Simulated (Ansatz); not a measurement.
## NiSb

Method: PBE, scalar-relativistic; collinear spin; PAW, 420 eV, 10×10×8 k-mesh, Gaussian smearing of 0.05 eV; code Ansatz. The datasets are Ansatz's generated set soft_2.

```cif
data_structure
_symmetry_space_group_name_H-M 'P6_3/mmc'
_symmetry_Int_Tables_number 194
_cell_length_a 3.9711
_cell_length_b 3.9711
_cell_length_c 5.1680
_cell_angle_alpha 90.000
_cell_angle_beta 90.000
_cell_angle_gamma 120.000
_cell_volume 70.58
loop_
_atom_site_label
_atom_site_type_symbol
_atom_site_symmetry_multiplicity
_atom_site_Wyckoff_symbol
_atom_site_fract_x
_atom_site_fract_y
_atom_site_fract_z
_atom_site_occupancy
Ni1 Ni 2 a 0.00000 0.00000 0.00000 1
Sb1 Sb 2 c 0.33333 0.66667 0.25000 1
```

The chain of runs began from a cell as deposited in COD, expanded in volume.

Magnetic state: non-magnetic, site spin moments none.

Which orbitals carry the states at the Fermi level, and how many states are there?

Within 0.1 eV of it: Ni 3d 54 %, Sb 5p 36 %, Sb 5s 8 % (shares among the projected shells). The density of states at the Fermi level is about 2.2 states/eV per cell, averaged over 0.3 eV.

Density of states (tetrahedra, averaged over 0.5 eV; states/eV per cell of 4 atoms; energy in eV from the Fermi level; projections on Löwdin-orthogonalised atomic orbitals, summed over sites):

```tsv
E	total	Sb 5p	Ni 3d up	Ni 3d down	Ni 4s	Sb 5s
-6.60	0.0	0.0	0.0	0.0	0.0	0.0
-6.10	1.3	0.8	0.1	0.1	0.3	0.1
-5.60	1.8	1.2	0.1	0.1	0.2	0.1
-5.10	1.8	1.1	0.2	0.2	0.2	0.1
-4.60	1.7	1.0	0.2	0.2	0.2	0.1
-4.10	2.0	1.1	0.3	0.3	0.1	0.1
-3.60	4.1	1.7	1.1	1.1	0.1	0.1
-3.10	4.3	1.5	1.3	1.3	0.1	0.1
-2.60	8.5	1.9	3.1	3.1	0.1	0.1
-2.10	8.6	0.2	4.0	4.0	0.1	0.0
-1.60	7.8	0.3	3.6	3.6	0.1	0.1
-1.10	5.8	0.5	2.5	2.5	0.1	0.1
-0.60	2.5	0.7	0.8	0.8	0.0	0.1
-0.10	2.4	0.8	0.7	0.7	0.0	0.2
0.40	2.1	0.9	0.4	0.4	0.1	0.2
0.90	1.5	0.7	0.2	0.2	0.1	0.1
1.40	2.0	1.1	0.3	0.3	0.1	0.1
1.90	1.6	1.0	0.2	0.2	0.1	0.1
2.40	1.6	1.0	0.2	0.2	0.1	0.1
2.90	1.5	1.0	0.1	0.1	0.1	0.0
3.40	1.2	0.8	0.1	0.1	0.1	0.0
3.90	1.1	0.4	0.0	0.0	0.4	0.0
```

These numbers lack spin–orbit coupling.
